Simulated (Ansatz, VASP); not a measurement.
## SiC: VASP beside Ansatz

```
Si C
1.0
     0.00000    2.17814    2.17814
     2.17814    0.00000    2.17814
     2.17814    2.17814    0.00000
Si C
1 1
Cartesian
  0.0000 0.0000 0.0000
  3.2672 3.2672 3.2672
```

Alike in both runs: functional r2SCAN; k mesh 12 × 12 × 12; occupations gaussian, width 0.02 eV; no spin polarisation.

Ansatz relaxed the structure, and its values are those at the end. VASP's run is a single point on that final structure, the one shown.

|  | VASP | Ansatz |
| --- | --- | --- |
| version | VASP 6.6.1 | Ansatz 0.2.0 |
| potentials or method | VASP PAW PBE potentials, release 64 (Si, C) | scalar-relativistic, plane waves, PAW |
| plane-wave cutoff (eV) | 520 | 500 |
| valence electrons in the cell | 8 | 8 |

|  | VASP | Ansatz | Ansatz less VASP |
| --- | --- | --- | --- |
| gap on the k mesh at the Fermi level (eV) | 1.72 | 1.71 | -0.011 |
| least direct gap on the mesh (eV) | 5.06 | 5.05 | -0.013 |
| pressure (GPa) | -0.2 | 0.0 | +0.17 |

With one functional, cell and mesh, what is left measures potentials, basis and numerics.

Caveats: the PAW data sets were made with another functional, which shifts forces and pressure a little (VASP). A k mesh can miss the band edges. r2SCAN opens gaps a little over a GGA but as a rule still falls short of measured ones.
